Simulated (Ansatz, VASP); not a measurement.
# Two plane-wave programs on Pb

```
Pb
1.0
     3.43508    0.00000    0.00000
    -1.71754    2.97486    0.00000
     0.00000    0.00000    5.66891
Pb
2
Cartesian
  0.0000 1.9832 1.4172
  1.7175 0.9916 4.2517
```

Alike in both runs: functional LDA; k mesh 15 × 15 × 8; occupations gaussian, width 0.1 eV; no spin polarisation.

Ansatz relaxed the structure, and its values are those at the end. VASP's run is a single point on that final structure, the one shown.

```csv
,VASP,Ansatz
version,VASP 6.6.1,Ansatz 0.2.0
potentials or method,"VASP PAW LDA potentials, release 64 (Pb_d)","scalar-relativistic, plane waves, PAW"
plane-wave cutoff (eV),520,420
valence electrons in the cell,28,28
```

```tsv
	VASP	Ansatz	Ansatz less VASP
gap on the k mesh at the Fermi level (eV)	none	none	-
pressure (GPa)	0.0	0.0	-0.07
```

A gap of «none» marks a metal or a gap that the smearing closes.

Spin-orbit coupling is left out, which matters for the levels of Pb.
